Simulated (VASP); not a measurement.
**WS2 (Fm-3m): band edges, masses and strain**

Aim: the gap of WS2, the masses at its band edges and their response to strain. The cell is generated by rule, not measured, and may not be a known phase.

Program: VASP 6.6.1. Level of theory: PBEsol, no spin polarisation; plane waves and PAW (W, S), in the first sound run; inputs show where later runs differ. Results are calculated unless marked as measured.

This is a report of a sequence of runs, with most program output left out.

The structure was built from a prototype and need not be the compound's stable phase.

**1. Set-up**

Symmetry: Fm-3m, No. 225, cubic system. Conventional cell: a = 6.004 Å, b = 6.004 Å, c = 6.004 Å, α = 90.00°, β = 90.00°, γ = 90.00°. W has 8 S at 2.60 Å nearest. S has 4 W at 2.60 Å nearest. Farther neighbours and most contacts between anions are not listed.

As a file:

```cif
data_structure
_symmetry_space_group_name_H-M 'Fm-3m'
_symmetry_Int_Tables_number 225
_cell_length_a 6.0044
_cell_length_b 6.0044
_cell_length_c 6.0044
_cell_angle_alpha 90.000
_cell_angle_beta 90.000
_cell_angle_gamma 90.000
_cell_volume 216.48
loop_
_atom_site_label
_atom_site_type_symbol
_atom_site_symmetry_multiplicity
_atom_site_Wyckoff_symbol
_atom_site_fract_x
_atom_site_fract_y
_atom_site_fract_z
_atom_site_occupancy
W1 W 4 a 0.00000 0.00000 0.00000 1
S1 S 8 c 0.25000 0.75000 0.75000 1
```

**2. Relaxation of the atoms**

The cell is kept as given; the atoms are relaxed first, so that no residual force shifts the band edges.

INCAR

```
SYSTEM = WS2
PREC = Accurate
ENCUT = 400
EDIFF = 1E-06
NELM = 100
ISMEAR = 0
SIGMA = 0.02
LREAL = .FALSE.
ALGO = Normal
GGA = PS
NBANDS = 15
LASPH = .TRUE.
LORBIT = 11
LWAVE = .FALSE.
LCHARG = .FALSE.
KPAR = 4
IBRION = 2
NSW = 40
ISIF = 2
EDIFFG = -0.005
```

POSCAR

```
WS2
1.0
    0.0000000000      3.0022200000      3.0022200000
    3.0022200000      0.0000000000      3.0022200000
    3.0022200000      3.0022200000      0.0000000000
W S
1 2
Direct
    0.0000000000      0.0000000000      0.0000000000
    0.2500000000      0.2500000000      0.2500000000
    0.7500000000      0.7500000000      0.7500000000
```

KPOINTS

```
Automatic mesh
0
Gamma
8 8 8
0 0 0
```

Potentials, in the order of the species: W and S (PBE family, release 64).

The run is started by

```bash
$ mpirun -np 4 vasp_std
```

It took 6.4 s on 4 MPI ranks of Intel Xeon Platinum 8375C at 2.90GHz (Ice Lake), shared host; peak memory 0.61 GiB.

This run has no spin polarisation, although W can carry a moment. The PAW data sets were made with PBE, which is usual practice but a small mismatch for other functionals. The data set W keeps the semicore shell frozen, which is cheaper and a little less accurate. The run keeps the 48 symmetry operations of its start, so it cannot find a distortion of lower symmetry.

The forces vanish from the start, and no atom moves.

This step gave:

* SCF cycles: 15
* electrons: 18
* bands: 15
* irreducible k-points: 29
* symmetry operations: 48
* free energy (TOTEN): -22.60 eV
* energy at zero smearing: -22.60 eV
* Fermi energy: 6.106 eV
* pressure: -14.03 GPa
* metallic: yes

**3. Bands on a dense mesh**

A dense even mesh and a path are solved together, since either alone can miss a band edge.

INCAR, as its differences from that of step 2:

```diff
@@ -10,3 +10,3 @@
 GGA = PS
-NBANDS = 15
+NBANDS = 22
 LASPH = .TRUE.
@@ -16,5 +16,2 @@
 KPAR = 4
-IBRION = 2
-NSW = 40
 ISIF = 2
-EDIFFG = -0.005
```

POSCAR is that of step 2.

KPOINTS

```
Automatic mesh
0
Gamma
12 12 12
0 0 0
```

KPOINTS_OPT

```
Line mode
24
Line-mode
Reciprocal
  0.00000000   0.00000000   0.00000000 GAMMA
  0.50000000   0.00000000   0.50000000 X

  0.50000000   0.00000000   0.50000000 X
  0.50000000   0.25000000   0.75000000 W

  0.50000000   0.25000000   0.75000000 W
  0.37500000   0.37500000   0.75000000 K

  0.37500000   0.37500000   0.75000000 K
  0.00000000   0.00000000   0.00000000 GAMMA

  0.00000000   0.00000000   0.00000000 GAMMA
  0.50000000   0.50000000   0.50000000 L

  0.50000000   0.50000000   0.50000000 L
  0.62500000   0.25000000   0.62500000 U

  0.62500000   0.25000000   0.62500000 U
  0.50000000   0.25000000   0.75000000 W

  0.50000000   0.25000000   0.75000000 W
  0.50000000   0.50000000   0.50000000 L

  0.50000000   0.50000000   0.50000000 L
  0.37500000   0.37500000   0.75000000 K

  0.62500000   0.25000000   0.62500000 U
  0.50000000   0.00000000   0.50000000 X
```

The run is started by

```bash
$ mpirun -np 4 vasp_std
```

Wall time 39 s (4 MPI ranks); peak memory 0.88 GiB.

This step gave:

```
SCF cycles              : 17
bands                   : 22
irreducible k-points    : 72
free energy (TOTEN)     : -22.61 eV
energy at zero smearing : -22.61 eV
Fermi energy            : 6.145 eV
pressure                : -14.37 GPa
```

Electronic bands along the path, in eV, zero at the Fermi level; # counts the bands kept:

```csv
point,#4,#5,#6,#7,#8,#9,#10,#11
Γ,-0.86,-0.86,-0.77,-0.77,-0.77,4.46,4.46,4.46
0.48 of the way,-3.58,-1.26,-1.26,-0.42,-0.24,2.70,2.70,4.08
X,-2.53,-2.53,-1.12,0.22,0.64,1.77,3.36,3.36
0.48 of the way,-2.85,-2.49,-0.61,0.28,0.48,1.80,2.74,3.58
W,-3.79,-2.46,-0.14,0.31,0.46,2.03,2.03,3.82
0.48 of the way,-3.39,-2.41,-0.19,0.11,0.37,1.91,2.45,3.66
K,-3.22,-2.37,-0.28,-0.05,0.33,1.88,2.91,3.31
0.52 of the way,-3.70,-3.35,-1.19,-0.50,0.70,2.15,2.73,3.97
Γ,-0.86,-0.86,-0.77,-0.77,-0.77,4.46,4.46,4.46
0.48 of the way,-2.59,-2.43,-2.43,0.24,0.24,1.89,3.66,3.66
L,-3.15,-3.08,-3.08,-0.36,-0.36,1.64,4.13,4.13
0.48 of the way,-3.31,-2.48,-1.93,-0.08,0.01,1.84,3.45,3.71
U,-3.22,-2.37,-0.28,-0.05,0.33,1.88,2.91,3.31
0.48 of the way,-3.36,-2.41,-0.20,0.09,0.37,1.90,2.50,3.63
W,-3.79,-2.46,-0.14,0.31,0.46,2.03,2.03,3.82
0.52 of the way,-3.45,-2.38,-1.64,0.00,0.05,1.90,3.29,3.63
L,-3.15,-3.08,-3.08,-0.36,-0.36,1.64,4.13,4.13
0.52 of the way,-3.33,-2.44,-1.76,-0.06,0.06,1.88,3.36,3.65
K,-3.22,-2.37,-0.28,-0.05,0.33,1.88,2.91,3.31
jump to U,-3.22,-2.37,-0.28,-0.05,0.33,1.88,2.91,3.31
0.48 of the way,-2.73,-2.48,-0.78,0.25,0.49,1.79,3.13,3.32
X,-2.53,-2.53,-1.12,0.22,0.64,1.77,3.36,3.36
```

Of the projections kept (W, S), the largest for each band there; the rest of the weight can lie on other orbitals:

```csv
point,#4,#5,#6,#7,#8,#9,#10,#11
Γ,W 1.00,W 1.00,S 0.92,S 0.92,S 0.92,W 0.76,W 0.76,W 0.76
X,W 0.63,W 0.63,W 0.99,W 1.00,S 1.00,W 0.87,W 0.51,W 0.51
W,S 0.62,W 0.65,W 1.00,S 1.00,W 0.90,W 0.80,W 0.80,S 0.52
K,W 0.58,W 0.55,W 0.94,S 0.91,W 0.97,W 0.85,W 0.56,W 0.62
Γ,W 1.00,W 1.00,S 0.92,S 0.92,S 0.92,W 0.76,W 0.76,W 0.77
L,S 0.93,S 0.84,S 0.83,W 1.00,W 1.00,W 0.85,W 0.72,W 0.72
```

At -14.4 GPa the cell is away from the equilibrium volume of this level: left free, it would shrink.

**4. Bands with spin-orbit coupling**

This step: PBEsol, spin-orbit coupling, no spin polarisation; plane waves and PAW (W, S); invented cell (VASP 6.6.1).

Spin-orbit coupling can split and shift the band edges, more so for heavy elements, so the bands are solved again with spinors.

INCAR, as its differences from that of step 3:

```diff
@@ -10,4 +10,9 @@
 GGA = PS
-NBANDS = 22
+LNONCOLLINEAR = .TRUE.
+MAGMOM = 0 0 0 0 0 0 0 0 0
+NBANDS = 30
+GGA_COMPAT = .FALSE.
 LASPH = .TRUE.
+LSORBIT = .TRUE.
+LMAXMIX = 4
 LORBIT = 11
```

POSCAR is that of step 3.

KPOINTS

```
Automatic mesh
0
Gamma
8 8 8
0 0 0
```

KPOINTS_OPT, as its differences from that of step 3:

```diff
@@ -1,3 +1,3 @@
 Line mode
-24
+16
 Line-mode
```

The run is started by

```bash
$ mpirun -np 4 vasp_ncl
```

It took 97 s on 4 MPI ranks; peak memory 1.1 GiB; 6.4 min of CPU time.

Numbers from this step:

* SCF cycles: 16
* bands: 30
* irreducible k-points: 29
* free energy (TOTEN): -22.82 eV
* energy at zero smearing: -22.82 eV
* Fermi energy: 6.099 eV
* pressure: -13.53 GPa

The spin moment in the PAW sphere vanishes on all atoms.

On-site spin-orbit energy by atom:

```
atom  on-site spin-orbit energy (eV)
  W1                          -0.441
  S2                          -0.003
  S3                          -0.003
```

The electronic bands at the labelled points (eV, zero at the Fermi level; # counts the bands kept):

```
          point     #9    #10    #11    #12    #13    #14    #15    #16
              Γ  -0.83  -0.83  -0.83  -0.83  -0.62  -0.62  -0.62  -0.62
0.47 of the way  -1.34  -1.34  -1.07  -1.07  -0.40  -0.40  -0.15  -0.15
              X  -2.40  -2.40  -1.06  -1.06   0.20   0.20   0.70   0.70
0.47 of the way  -2.44  -2.44  -0.58  -0.58   0.26   0.26   0.55   0.55
              W  -2.42  -2.42  -0.14  -0.14   0.37   0.37   0.47   0.47
0.47 of the way  -2.37  -2.37  -0.19  -0.19   0.18   0.18   0.39   0.39
              K  -2.33  -2.33  -0.27  -0.27   0.03   0.03   0.33   0.33
0.53 of the way  -3.25  -3.25  -1.15  -1.15  -0.46  -0.46   0.72   0.72
              Γ  -0.83  -0.83  -0.83  -0.83  -0.62  -0.62  -0.62  -0.62
0.47 of the way  -2.38  -2.38  -2.29  -2.29   0.11   0.11   0.41   0.41
              L  -3.06  -3.06  -2.90  -2.90  -0.50  -0.50  -0.19  -0.19
0.53 of the way  -2.38  -2.38  -1.66  -1.66  -0.09  -0.09   0.15   0.15
              U  -2.33  -2.33  -0.27  -0.27   0.03   0.03   0.33   0.33
0.47 of the way  -2.36  -2.36  -0.20  -0.20   0.15   0.15   0.37   0.37
              W  -2.42  -2.42  -0.14  -0.14   0.37   0.37   0.47   0.47
0.53 of the way  -2.35  -2.35  -1.65  -1.65  -0.07  -0.07   0.14   0.14
              L  -3.06  -3.06  -2.90  -2.90  -0.50  -0.50  -0.19  -0.19
0.53 of the way  -2.38  -2.38  -1.66  -1.66  -0.09  -0.09   0.15   0.15
              K  -2.33  -2.33  -0.27  -0.27   0.03   0.03   0.33   0.33
      jump to U  -2.33  -2.33  -0.27  -0.27   0.03   0.03   0.33   0.33
0.47 of the way  -2.42  -2.42  -0.72  -0.72   0.23   0.23   0.54   0.54
              X  -2.40  -2.40  -1.06  -1.06   0.20   0.20   0.70   0.70
```

Of the projections kept (W, S), the largest for each band there; the rest of the weight can lie on other orbitals:

```
point      #9     #10     #11     #12     #13     #14     #15     #16
    Γ  W 1.00  W 1.00  W 1.00  W 1.00  S 0.93  S 0.93  S 0.93  S 0.93
    X  W 0.63  W 0.63  W 0.98  W 0.98  W 0.99  W 0.99  S 1.00  S 1.00
    W  W 0.65  W 0.65  W 0.99  W 0.99  S 1.00  S 1.00  W 0.89  W 0.89
    K  W 0.55  W 0.55  W 0.88  W 0.88  S 0.83  S 0.83  W 0.95  W 0.95
    Γ  W 1.00  W 1.00  W 1.00  W 1.00  S 0.93  S 0.93  S 0.93  S 0.93
    L  S 0.91  S 0.91  S 0.85  S 0.85  W 0.99  W 0.99  W 0.99  W 0.99
```

**5. Orbitals for bands with HSE06**

This step: PBE, no spin polarisation; plane waves and PAW (W, S); invented cell (VASP 6.6.1).

The hybrid starts from PBE orbitals, which saves many expensive cycles.

INCAR

```
SYSTEM = WS2
PREC = Accurate
ENCUT = 400
EDIFF = 1E-05
NELM = 100
ISMEAR = 0
SIGMA = 0.02
LREAL = .FALSE.
ALGO = Normal
GGA = PE
NBANDS = 15
LASPH = .TRUE.
LORBIT = 11
LWAVE = .TRUE.
LCHARG = .FALSE.
KPAR = 4
```

POSCAR is that of step 4.

KPOINTS

```
Automatic mesh
0
Gamma
4 4 4
0 0 0
```

The run is started by

```bash
$ mpirun -np 4 vasp_std
```

Wall time 4.8 s (4 MPI ranks); peak memory 0.56 GiB.

The k-mesh is coarse for a metal.

Numbers from this step:

```
SCF cycles              : 13
bands                   : 15
irreducible k-points    : 8
free energy (TOTEN)     : -21.03 eV
energy at zero smearing : -21.03 eV
Fermi energy            : 6.289 eV
pressure                : -9.972 GPa
```

The run ends at a pressure of -9.97 GPa.

**6. Bands with HSE06**

This step: HSE06, no spin polarisation; plane waves and PAW (W, S); invented cell (VASP 6.6.1).

A quarter of screened exact exchange corrects much of the semilocal gap error; its cost forces a coarser mesh.

INCAR

```
SYSTEM = WS2
PREC = Accurate
ENCUT = 400
EDIFF = 1E-06
NELM = 100
ISMEAR = 0
SIGMA = 0.02
LREAL = .FALSE.
ALGO = Normal
LHFCALC = .TRUE.
AEXX = 0.25
GGA = PE
HFSCREEN = 0.2
LASPH = .TRUE.
NBANDS = 15
PRECFOCK = Fast
LORBIT = 11
LWAVE = .FALSE.
LCHARG = .FALSE.
KPAR = 4
ISIF = 2
```

POSCAR is that of step 5.

KPOINTS is that of step 5.

KPOINTS_OPT, as its differences from that of step 4:

```diff
@@ -1,3 +1,3 @@
 Line mode
-16
+8
 Line-mode
```

The WAVECAR or CHGCAR of an earlier step is read.

The run is started by

```bash
$ mpirun -np 4 vasp_std
```

Elapsed: 3.5 min, on 4 MPI ranks; peak memory 1.1 GiB.

The k-mesh is coarse for exact exchange; in a metal the Fermi energy and the levels can shift by several tenths of an eV on a finer one.

Numbers from this step:

| Quantity | Value |
| --- | --- |
| SCF cycles | 8 |
| free energy (TOTEN) | -24.92 eV |
| energy at zero smearing | -24.92 eV |
| Fermi energy | 6.019 eV |
| pressure | -15.08 GPa |

The electronic bands at the labelled points (eV, zero at the Fermi level; # counts the bands kept):

```
          point     #4     #5     #6     #7     #8    #9   #10   #11
              Γ  -1.07  -1.07  -1.07  -0.98  -0.98  5.27  5.28  5.29
0.43 of the way  -4.56  -1.50  -1.50  -0.57  -0.17  3.35  3.35  4.91
              X  -3.00  -3.00  -1.26   0.27   0.61  2.37  4.07  4.07
0.43 of the way  -3.30  -2.96  -0.79   0.30   0.46  2.39  3.49  4.26
              W  -4.43  -2.91  -0.16   0.25   0.43  2.64  2.64  4.56
0.57 of the way  -3.91  -2.87  -0.26  -0.02   0.37  2.49  3.19  4.31
              K  -3.77  -2.85  -0.35  -0.14   0.36  2.46  3.56  4.01
0.57 of the way  -3.91  -3.66  -1.45  -0.56   0.69  2.78  3.39  4.82
              Γ  -1.07  -1.07  -1.07  -0.98  -0.98  5.27  5.27  5.29
0.57 of the way  -3.58  -3.13  -3.13   0.14   0.14  2.23  4.45  4.45
              L  -3.65  -3.65  -3.60  -0.39  -0.39  2.23  4.87  4.87
0.43 of the way  -3.85  -3.04  -2.44  -0.15  -0.05  2.40  4.24  4.49
              U  -3.77  -2.85  -0.35  -0.14   0.36  2.46  3.56  4.01
0.43 of the way  -3.91  -2.87  -0.26  -0.02   0.37  2.49  3.19  4.31
              W  -4.43  -2.91  -0.16   0.25   0.43  2.64  2.64  4.56
0.57 of the way  -3.99  -2.92  -2.16  -0.04  -0.04  2.45  4.09  4.40
              L  -3.65  -3.65  -3.60  -0.39  -0.39  2.23  4.87  4.87
0.43 of the way  -3.85  -3.04  -2.44  -0.15  -0.05  2.40  4.24  4.49
              K  -3.77  -2.85  -0.35  -0.14   0.36  2.46  3.56  4.01
      jump to U  -3.77  -2.85  -0.35  -0.14   0.36  2.46  3.56  4.01
0.43 of the way  -3.27  -2.95  -0.84   0.30   0.41  2.39  3.77  4.02
              X  -3.00  -3.00  -1.26   0.27   0.61  2.37  4.07  4.07
```

Of the projections kept (W, S), the largest for each band there; the rest of the weight can lie on other orbitals:

| point | #4 | #5 | #6 | #7 | #8 | #9 | #10 | #11 |
| --- | --- | --- | --- | --- | --- | --- | --- | --- |
| Γ | S 0.90 | S 0.90 | S 0.90 | W 1.00 | W 1.00 | W 0.78 | W 0.80 | W 0.97 |
| X | W 0.61 | W 0.61 | W 0.99 | W 1.00 | S 1.00 | W 0.88 | W 0.54 | W 0.54 |
| W | S 0.62 | W 0.63 | W 1.00 | S 1.00 | W 0.91 | W 0.81 | W 0.81 | W 0.51 |
| K | W 0.57 | W 0.53 | W 0.95 | S 0.92 | W 0.97 | W 0.85 | W 0.59 | W 0.65 |
| Γ | S 0.90 | S 0.90 | S 0.90 | W 1.00 | W 1.00 | W 0.78 | W 0.79 | W 0.95 |
| L | S 0.83 | S 0.83 | S 0.93 | W 1.00 | W 1.00 | W 0.85 | W 0.74 | W 0.74 |

**7. Results**

```
gap, PBEsol                            : none
gap with spin-orbit coupling           : none
gap, HSE06 without spin-orbit coupling : none
```

At this level the bands overlap or touch. Masses were not obtained, since there is no gap at this level. The strain response was not obtained, since there is no gap at this level.

[Lines on the potential files, build, host, timing and source positions are cut from VASP's logs without a mark.]

[Logs are printed without paths, hosts, clocks, repeated set-up lines and the standing remarks that a program may print on its own settings, such as how far it seeks lower states.]

[Hosts, paths, dates, database ids (printed as entryN), source tags and the programs' standing remarks are cut or masked in the printed files.]

[In band tables of VASP the shares of atoms and orbitals are scaled to a sum of 1 inside the atoms' spheres.]

[Gaps and slopes under strain along one axis are those of the sampled path and mesh points; where strain splits equal valleys, another of them can be the edge.]
